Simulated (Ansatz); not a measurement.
# Iron (diamond) across density functionals

All rows: Ansatz, plane waves with scalar-relativistic PAW, 420 eV (500 eV for the SCAN forms), relaxed under each functional, no dispersion correction, no zero-point motion. B₀ comes from uniform scaling at fixed shape; a dash is a value not given.

| functional | V (Å³/atom) | cell | B₀ (GPa) | magnetic state | ΔE to bcc (meV/atom) |
| --- | --- | --- | --- | --- | --- |
| r²SCAN | 13.93 | a = 4.812 Å | 173 | spin not included | 1880 |
| PBEsol | 13.87 | a = 4.805 Å | 175 | non-magnetic | 1294 |
| LDA | 13.43 | a = 4.754 Å | 190 | non-magnetic | 1157 |
| revPBE | 14.75 | a = 4.905 Å | 147 | spin not included | 1302 |
| RPBE | 14.86 | a = 4.917 Å | 144 | spin not included | 1313 |
| BLYP | 15.10 | a = 4.943 Å | 139 | spin not included | 935 |

(1) What does PBE give?

## Answers

(1) V (Å³/atom): 14.47; cell: a = 4.873 Å; B₀ (GPa): 156; magnetic state: non-magnetic; ΔE to bcc (meV/atom): 1273.
